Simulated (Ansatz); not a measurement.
# ZnS (Wurtzite-2H): relaxation of cell and atoms with PBEsol+D3(BJ)

ZnS (Wurtzite-2H):

```xyz
4
Lattice="3.8110 0.0000 0.0000 -1.9055 3.3004 0.0000 0.0000 0.0000 6.2340" Properties=species:S:1:pos:R:3 pbc="T T T"
Zn    1.9055    1.1001    3.1170
Zn    0.0000    2.2003    0.0000
S     1.9055    1.1001    5.5171
S     0.0000    2.2003    2.4001
```

```yaml
Program: Ansatz 0.2.0
Task: relaxation of cell and atoms
Functional: PBEsol
Dispersion: D3(BJ)
Potentials_or_basis: Ansatz PAW
Cutoff: "420 eV (not typed: the program's choice for these potentials)"
k_mesh: 8 × 8 × 5
Occupations: fermi-dirac, width 0.05 eV
Spin: no spin polarisation
```

* Relaxed volume: 18.70 Å³/atom
* Relaxed cell: a = 3.746 Å, b = 3.746 Å, c = 6.154 Å, α = 90.00°, β = 90.00°, γ = 120.00°
* Space group after relaxing (to 0.05 Å): P6_3mc (No. 186)
* Energy gained by relaxing: 15.7 meV/atom
* Ionic steps: 6
* Pressure after relaxing: 0.0 GPa
* Band gap on the k mesh: 2.28 eV

Step by step:
```csv
step,energy change (eV),largest force (eV/Å),volume (Å³)
1,0.0000,0.3051,78.41
2,-0.0462,0.2323,76.24
3,-0.0635,0.0049,74.40
4,-0.0640,0.0009,74.79
5,-0.0640,0.0001,74.78
6,-0.0626,0.0001,74.78
```

Final structure:
```
Zn S
1.0
     3.74601    0.00000    0.00000
    -1.87300    3.24414    0.00000
     0.00000    0.00000    6.15361
Zn S
2 2
Direct
  0.66667 0.33333 0.50556
  0.33333 0.66667 0.00556
  0.66667 0.33333 0.87944
  0.33333 0.66667 0.37944
```

It took 24 s on 2 threads of Intel(R) Xeon(R) Processor @ 2.50GHz (Skylake/Cascade Lake), on a shared host, peak memory 0.38 GiB.

Caveat: odd divisions of the mesh miss points on the zone boundary, where band edges often lie, so the gap on the mesh can be too wide; the plane-wave basis is chosen anew once the cell has moved, so the energies of steps on either side of that aren't comparable; the PAW data sets come from PBE, with cores solved anew for the run's functional, which leaves a small shift of forces and pressure. A hybrid or GW would open this gap; PBEsol tends to underestimate it.
